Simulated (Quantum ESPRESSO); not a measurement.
# AlP(110), H on both faces: a series in the number of layers, part 7 of 12

What law, if any, do the results for AlP(110), H on both faces follow against the number of layers?

Quantum ESPRESSO 7.5; plane-wave DFT, PBE, GBRV ultrasoft pseudopotentials.

So far. Step 8 (Electrostatic potential, 3 layers): The slope in the vacuum is 0.100 eV/Å for an applied 0.10 V/Å, as it should be. Step 10 (Bands along a path, 3 layers): Along this path the valence top lies at Γ and the conduction bottom at Y.

The structure was built from a prototype and need not be the compound's stable phase.

**11. Relaxing the ions, 4 layers**

System of this step: AlP(110), H on both faces, 4 layers. The cell holds 12 atoms: 4 H, 4 Al and 4 P. Cell: a = 5.503 Å, b = 3.894 Å, c = 24.394 Å, α = 90.0°, β = 90.0°, γ = 90.0°. It derives from AlP. Vacuum lies along c.

m1.relax.in

```
&control
  prefix = 'm1.relax'
  outdir = './out'
  pseudo_dir = './pseudo'
  nstep = 80
  forc_conv_thr = 0.0006
  calculation = 'relax'
/
&system
  ibrav = 0
  nat = 12
  ntyp = 3
  ecutwfc = 40
  ecutrho = 200
  occupations = 'smearing'
  smearing = 'fd'
  degauss = 0.002
/
&electrons
  conv_thr = 1e-08
  mixing_beta = 0.4
  electron_maxstep = 120
  mixing_mode = 'plain'
/
&ions
/
ATOMIC_SPECIES
  H   1.0080  h_pbe_v1.4.uspp.F.UPF
  Al  26.9815  al_pbe_v1.uspp.F.UPF
  P   30.9738  p_pbe_v1.5.uspp.F.UPF
CELL_PARAMETERS angstrom
  5.50329919300000 0.00000000000000 0.00000000000000
  0.00000000000000 3.89386087700000 0.00000000000000
  0.00000000000000 0.00000000000000 24.39364387525356
ATOMIC_POSITIONS crystal
  H   0.835491847100 0.000000000000 0.327760895400
  H   0.399838636100 0.500000000000 0.332444169283
  Al  0.000000000000 0.000000000000 0.380280466802
  P   0.250000000000 0.500000000000 0.380280466802
  Al  0.500000000000 0.500000000000 0.460093488934
  P   0.750000000000 0.000000000000 0.460093488934
  Al  0.000000000000 0.000000000000 0.539906511066
  P   0.250000000000 0.500000000000 0.539906511066
  Al  0.500000000000 0.500000000000 0.619719533198
  P   0.750000000000 0.000000000000 0.619719533198
  H   0.899838636100 0.000000000000 0.667555830717
  H   0.335491847100 0.500000000000 0.672239104600
K_POINTS automatic
  4 4 1 0 0 0
```

The run is started by

```bash
OMP_NUM_THREADS=1 mpirun -n 4 pw.x -nk 1 -in m1.relax.in > m1.relax.out
```

Log:

```text
[banner, memory and clock lines left out]
Program PWSCF v.7.5 starts
[...]
Message from routine setup:
[...]
number of electrons       =        36.00
     number of Kohn-Sham states=           22
     kinetic-energy cutoff     =      40.0000  Ry
     charge density cutoff     =     200.0000  Ry
[...]
number of k points=     9  Fermi-Dirac smearing, width (Ry)=  0.0020
[...]
Dense  grid:   168681 G-vectors     FFT dimensions: (  48,  36, 216)
[...]
negative rho (up, down):  3.108E-04 0.000E+00
     Starting wfcs are   36 randomized atomic wfcs
[...]
negative rho (up, down):  3.660E-04 0.000E+00
[...]
estimated scf accuracy    <       0.57308311 Ry
[...]
negative rho (up, down):  4.416E-04 0.000E+00
[...]
estimated scf accuracy    <       0.11994498 Ry
[...]
negative rho (up, down):  5.148E-04 0.000E+00
[...]
estimated scf accuracy    <       0.01095607 Ry
[...]
negative rho (up, down):  5.740E-04 0.000E+00
[...]
estimated scf accuracy    <       0.00264877 Ry
[...]
negative rho (up, down):  6.066E-04 0.000E+00
[...]
estimated scf accuracy    <       0.00018040 Ry
[...]
negative rho (up, down):  6.180E-04 0.000E+00
[...]
estimated scf accuracy    <       0.00002209 Ry
[...]
negative rho (up, down):  6.257E-04 0.000E+00
[...]
estimated scf accuracy    <       0.00000373 Ry
[...]
negative rho (up, down):  6.289E-04 0.000E+00
[...]
estimated scf accuracy    <       0.00000092 Ry
[...]
negative rho (up, down):  6.307E-04 0.000E+00
[...]
estimated scf accuracy    <       0.00000006 Ry
[...]
negative rho (up, down):  6.319E-04 0.000E+00
[...]
estimated scf accuracy    <       0.00000008 Ry
[...]
negative rho (up, down):  6.335E-04 0.000E+00
[...]
the Fermi energy is    -0.7309 ev
!    total energy              =     -93.83472595 Ry
     estimated scf accuracy    <          7.1E-10 Ry
     smearing contrib. (-TS)   =      -0.00000000 Ry
     internal energy E=F+TS    =     -93.83472595 Ry
[...]
one-electron contribution =    -662.46284778 Ry
     hartree contribution      =     337.99399508 Ry
     xc contribution           =     -43.59892899 Ry
     ewald contribution        =     274.23305573 Ry
     convergence has been achieved in  11 iterations
     negative rho (up, down):  6.335E-04 0.000E+00
[...]
Total force =     0.038443     Total SCF correction =     0.000012
[...]
negative rho (up, down):  6.487E-04 0.000E+00
[...]
negative rho (up, down):  6.426E-04 0.000E+00
[...]
estimated scf accuracy    <       0.00007662 Ry
[...]
negative rho (up, down):  6.385E-04 0.000E+00
[...]
estimated scf accuracy    <       0.00001490 Ry
[...]
negative rho (up, down):  6.354E-04 0.000E+00
[...]
estimated scf accuracy    <       0.00000328 Ry
[...]
negative rho (up, down):  6.348E-04 0.000E+00
[...]
estimated scf accuracy    <       0.00000025 Ry
[...]
negative rho (up, down):  6.344E-04 0.000E+00
[...]
estimated scf accuracy    <       0.00000005 Ry
[...]
negative rho (up, down):  6.343E-04 0.000E+00
[...]
the Fermi energy is    -0.7215 ev
!    total energy              =     -93.83605651 Ry
     estimated scf accuracy    <          5.0E-09 Ry
     smearing contrib. (-TS)   =      -0.00000000 Ry
     internal energy E=F+TS    =     -93.83605651 Ry
[...]
one-electron contribution =    -663.02167637 Ry
     hartree contribution      =     338.27748025 Ry
     xc contribution           =     -43.59405205 Ry
     ewald contribution        =     274.50219166 Ry
     convergence has been achieved in   6 iterations
     negative rho (up, down):  6.343E-04 0.000E+00
[...]
Total force =     0.031792     Total SCF correction =     0.000064
[...]
WARNING: bfgs curvature condition failed, Theta= 0.999
[...]
negative rho (up, down):  6.575E-04 0.000E+00
[...]
negative rho (up, down):  6.491E-04 0.000E+00
[...]
estimated scf accuracy    <       0.00008287 Ry
[...]
negative rho (up, down):  6.432E-04 0.000E+00
[...]
estimated scf accuracy    <       0.00001717 Ry
[...]
negative rho (up, down):  6.397E-04 0.000E+00
[...]
estimated scf accuracy    <       0.00000321 Ry
[...]
negative rho (up, down):  6.386E-04 0.000E+00
[...]
estimated scf accuracy    <       0.00000037 Ry
[...]
negative rho (up, down):  6.382E-04 0.000E+00
[...]
estimated scf accuracy    <       0.00000007 Ry
[...]
negative rho (up, down):  6.381E-04 0.000E+00
[...]
estimated scf accuracy    <       0.00000001 Ry
[...]
negative rho (up, down):  6.380E-04 0.000E+00
[...]
the Fermi energy is    -0.7101 ev
!    total energy              =     -93.83729757 Ry
     estimated scf accuracy    <          8.8E-10 Ry
     smearing contrib. (-TS)   =      -0.00000000 Ry
     internal energy E=F+TS    =     -93.83729757 Ry
[...]
one-electron contribution =    -663.52795999 Ry
     hartree contribution      =     338.53543524 Ry
     xc contribution           =     -43.59098820 Ry
     ewald contribution        =     274.74621538 Ry
     convergence has been achieved in   7 iterations
     negative rho (up, down):  6.380E-04 0.000E+00
[...]
Total force =     0.027120     Total SCF correction =     0.000037
[...]
negative rho (up, down):  6.855E-04 0.000E+00
[...]
negative rho (up, down):  6.704E-04 0.000E+00
[...]
estimated scf accuracy    <       0.00020676 Ry
[...]
negative rho (up, down):  6.617E-04 0.000E+00
[...]
estimated scf accuracy    <       0.00004970 Ry
[...]
negative rho (up, down):  6.541E-04 0.000E+00
[...]
estimated scf accuracy    <       0.00001181 Ry
[...]
negative rho (up, down):  6.524E-04 0.000E+00
[...]
estimated scf accuracy    <       0.00000094 Ry
[...]
negative rho (up, down):  6.517E-04 0.000E+00
[...]
estimated scf accuracy    <       0.00000015 Ry
[...]
negative rho (up, down):  6.516E-04 0.000E+00
[...]
estimated scf accuracy    <       0.00000001 Ry
[...]
negative rho (up, down):  6.516E-04 0.000E+00
[...]
estimated scf accuracy    <          1.6E-09 Ry
[...]
negative rho (up, down):  6.516E-04 0.000E+00
[...]
the Fermi energy is    -0.6943 ev
!    total energy              =     -93.83884969 Ry
     estimated scf accuracy    <          2.1E-10 Ry
     smearing contrib. (-TS)   =      -0.00000000 Ry
     internal energy E=F+TS    =     -93.83884969 Ry
[...]
one-electron contribution =    -664.20039512 Ry
[...]
negative rho (up, down):  6.859E-04 0.000E+00
[...]
Total force =     0.012621     Total SCF correction =     0.000020
[...]
negative rho (up, down):  6.805E-04 0.000E+00
[...]
negative rho (up, down):  6.831E-04 0.000E+00
[...]
estimated scf accuracy    <       0.00013748 Ry
[...]
negative rho (up, down):  6.850E-04 0.000E+00
[...]
estimated scf accuracy    <       0.00003387 Ry
[...]
negative rho (up, down):  6.871E-04 0.000E+00
[...]
estimated scf accuracy    <       0.00000546 Ry
[...]
negative rho (up, down):  6.884E-04 0.000E+00
[...]
estimated scf accuracy    <       0.00000162 Ry
[...]
negative rho (up, down):  6.886E-04 0.000E+00
[...]
estimated scf accuracy    <       0.00000120 Ry
[...]
negative rho (up, down):  6.888E-04 0.000E+00
[...]
estimated scf accuracy    <       0.00000001 Ry
[...]
negative rho (up, down):  6.888E-04 0.000E+00
[...]
estimated scf accuracy    <          9.8E-09 Ry
[...]
negative rho (up, down):  6.889E-04 0.000E+00
[...]
estimated scf accuracy    <          3.0E-09 Ry
[...]
negative rho (up, down):  6.889E-04 0.000E+00
[...]
the Fermi energy is    -1.6713 ev
!    total energy              =     -93.84345802 Ry
     estimated scf accuracy    <          2.3E-10 Ry
     smearing contrib. (-TS)   =      -0.00000000 Ry
     internal energy E=F+TS    =     -93.84345802 Ry
[...]
one-electron contribution =    -666.23798120 Ry
     hartree contribution      =     339.90702504 Ry
     xc contribution           =     -43.57782255 Ry
     ewald contribution        =     276.06532069 Ry
     convergence has been achieved in   9 iterations
     negative rho (up, down):  6.889E-04 0.000E+00
[...]
Total force =     0.006475     Total SCF correction =     0.000030
[...]
negative rho (up, down):  6.875E-04 0.000E+00
[...]
negative rho (up, down):  6.889E-04 0.000E+00
[...]
estimated scf accuracy    <       0.00001878 Ry
[...]
negative rho (up, down):  6.898E-04 0.000E+00
[...]
estimated scf accuracy    <       0.00000404 Ry
[...]
negative rho (up, down):  6.908E-04 0.000E+00
[...]
estimated scf accuracy    <       0.00000062 Ry
[...]
negative rho (up, down):  6.915E-04 0.000E+00
[...]
estimated scf accuracy    <       0.00000017 Ry
[...]
negative rho (up, down):  6.916E-04 0.000E+00
[...]
estimated scf accuracy    <       0.00000003 Ry
[...]
negative rho (up, down):  6.917E-04 0.000E+00
[...]
estimated scf accuracy    <          5.0E-09 Ry
[...]
negative rho (up, down):  6.917E-04 0.000E+00
[...]
estimated scf accuracy    <          4.7E-10 Ry
[...]
negative rho (up, down):  6.918E-04 0.000E+00
[...]
the Fermi energy is    -1.6718 ev
!    total energy              =     -93.84351898 Ry
     estimated scf accuracy    <          1.6E-10 Ry
     smearing contrib. (-TS)   =      -0.00000000 Ry
     internal energy E=F+TS    =     -93.84351898 Ry
[...]
one-electron contribution =    -666.05435189 Ry
     hartree contribution      =     339.81452709 Ry
     xc contribution           =     -43.57990972 Ry
     ewald contribution        =     275.97621553 Ry
     convergence has been achieved in   8 iterations
     negative rho (up, down):  6.918E-04 0.000E+00
[...]
Total force =     0.005309     Total SCF correction =     0.000027
[...]
negative rho (up, down):  6.897E-04 0.000E+00
[...]
negative rho (up, down):  6.909E-04 0.000E+00
[...]
estimated scf accuracy    <       0.00000925 Ry
[...]
negative rho (up, down):  6.924E-04 0.000E+00
[...]
estimated scf accuracy    <       0.00000185 Ry
[...]
negative rho (up, down):  6.935E-04 0.000E+00
[...]
estimated scf accuracy    <       0.00000054 Ry
[...]
negative rho (up, down):  6.942E-04 0.000E+00
[...]
estimated scf accuracy    <       0.00000007 Ry
[...]
negative rho (up, down):  6.943E-04 0.000E+00
[...]
estimated scf accuracy    <          9.3E-09 Ry
[...]
negative rho (up, down):  6.943E-04 0.000E+00
[...]
estimated scf accuracy    <       0.00000002 Ry
[...]
negative rho (up, down):  6.943E-04 0.000E+00
[...]
estimated scf accuracy    <          1.0E-10 Ry
[...]
negative rho (up, down):  6.943E-04 0.000E+00
[...]
estimated scf accuracy    <          1.2E-10 Ry
[...]
negative rho (up, down):  6.944E-04 0.000E+00
[...]
the Fermi energy is    -0.6681 ev
!    total energy              =     -93.84359929 Ry
     estimated scf accuracy    <          6.2E-11 Ry
     smearing contrib. (-TS)   =      -0.00000000 Ry
     internal energy E=F+TS    =     -93.84359929 Ry
[...]
one-electron contribution =    -665.86084643 Ry
     hartree contribution      =     339.72122124 Ry
     xc contribution           =     -43.58258709 Ry
     ewald contribution        =     275.87861299 Ry
     convergence has been achieved in   7 iterations
     negative rho (up, down):  6.966E-04 0.000E+00
[...]
Total force =     0.003756     Total SCF correction =     0.000011
[...]
negative rho (up, down):  6.916E-04 0.000E+00
[...]
negative rho (up, down):  6.934E-04 0.000E+00
[...]
estimated scf accuracy    <       0.00000988 Ry
[...]
negative rho (up, down):  6.945E-04 0.000E+00
[...]
estimated scf accuracy    <       0.00000320 Ry
[...]
negative rho (up, down):  6.962E-04 0.000E+00
[...]
estimated scf accuracy    <       0.00000075 Ry
[...]
negative rho (up, down):  6.964E-04 0.000E+00
[...]
estimated scf accuracy    <       0.00000006 Ry
[...]
negative rho (up, down):  6.965E-04 0.000E+00
[...]
estimated scf accuracy    <       0.00000001 Ry
[...]
negative rho (up, down):  6.966E-04 0.000E+00
[...]
estimated scf accuracy    <          1.1E-09 Ry
[...]
negative rho (up, down):  6.966E-04 0.000E+00
[...]
the Fermi energy is    -0.6672 ev
!    total energy              =     -93.84363124 Ry
     estimated scf accuracy    <          9.7E-11 Ry
     smearing contrib. (-TS)   =      -0.00000000 Ry
     internal energy E=F+TS    =     -93.84363124 Ry
[...]
one-electron contribution =    -665.86686057 Ry
     hartree contribution      =     339.72650414 Ry
     xc contribution           =     -43.58267479 Ry
     ewald contribution        =     275.87939998 Ry
     convergence has been achieved in   7 iterations
     negative rho (up, down):  6.966E-04 0.000E+00
[...]
Total force =     0.003830     Total SCF correction =     0.000006
[...]
negative rho (up, down):  6.916E-04 0.000E+00
[...]
negative rho (up, down):  6.929E-04 0.000E+00
[...]
estimated scf accuracy    <       0.00001338 Ry
[...]
negative rho (up, down):  6.939E-04 0.000E+00
[...]
estimated scf accuracy    <       0.00000397 Ry
[...]
negative rho (up, down):  6.950E-04 0.000E+00
[...]
estimated scf accuracy    <       0.00000087 Ry
[...]
negative rho (up, down):  6.952E-04 0.000E+00
[...]
estimated scf accuracy    <       0.00000005 Ry
[...]
negative rho (up, down):  6.953E-04 0.000E+00
[...]
estimated scf accuracy    <          8.6E-09 Ry
[...]
negative rho (up, down):  6.953E-04 0.000E+00
[...]
estimated scf accuracy    <          1.2E-09 Ry
[...]
negative rho (up, down):  6.953E-04 0.000E+00
[...]
the Fermi energy is    -0.6681 ev
!    total energy              =     -93.84365992 Ry
     estimated scf accuracy    <          8.1E-11 Ry
     smearing contrib. (-TS)   =      -0.00000000 Ry
     internal energy E=F+TS    =     -93.84365992 Ry
[...]
one-electron contribution =    -665.90018360 Ry
     hartree contribution      =     339.74409934 Ry
     xc contribution           =     -43.58209646 Ry
     ewald contribution        =     275.89452080 Ry
     convergence has been achieved in   7 iterations
     negative rho (up, down):  6.953E-04 0.000E+00
[...]
Total force =     0.004264     Total SCF correction =     0.000004
[...]
```

Elapsed: 7.1 min, on 4 MPI ranks of Arm Neoverse V1, shared host; peak memory 0.95 GiB; 29 min of CPU time.

The steps of the relaxation (22 of 23):

```
step  energy less that of the first step (eV)  largest force (eV/Å)
   1                                   0.0000                0.4178
   2                                  -0.0181                0.3370
   3                                  -0.0350                0.2657
   4                                  -0.0561                0.2227
   5                                  -0.0797                0.2332
   6                                  -0.0996                0.2627
   7                                  -0.1069                0.2552
   8                                  -0.1151                0.1749
   9                                  -0.1188                0.0711
  10                                  -0.1196                0.0650
  11                                  -0.1202                0.0434
  13                                  -0.1212                0.0426
  14                                  -0.1216                0.0404
  15                                  -0.1220                0.0472
  16                                  -0.1225                0.0570
  17                                  -0.1232                0.0538
  18                                  -0.1236                0.0366
  19                                  -0.1239                0.0322
  20                                  -0.1240                0.0310
  21                                  -0.1242                0.0263
  22                                  -0.1243                0.0206
  23                                  -0.1244                0.0140
```

The atoms that moved most (Å):

```
atom      dx     dy      dz  length
  H1  -0.038  0.000  -0.118   0.124
 H12  -0.038  0.000   0.118   0.124
 H11  -0.013  0.000  -0.108   0.109
  H2  -0.013  0.000   0.108   0.109
  P4  -0.029  0.000   0.094   0.098
 P10  -0.029  0.000  -0.094   0.098
 Al9  -0.034  0.000   0.087   0.094
 Al3  -0.034  0.000  -0.087   0.094
```

The relaxation lowers the energy by 10 meV an atom.

Numbers from this step:

| Item | Value |
| --- | --- |
| free energy | -1276.8108 eV |
| Fermi energy | -0.7019 eV |

(Part 7 of 12 ends here.)

[Logs are printed without paths, hosts, clocks, repeated set-up lines and the standing remarks that a program may print on its own settings, such as how far it seeks lower states.]

[Hosts, paths, dates, database ids (printed as entryN), source tags and the programs' standing remarks are cut or masked in the printed files.]

[Maps of the electrostatic potential energy from Ansatz leave out the sawtooth potential of an applied field or a dipole correction, so their vacuum need not be flat; planar profiles and work functions include it.]
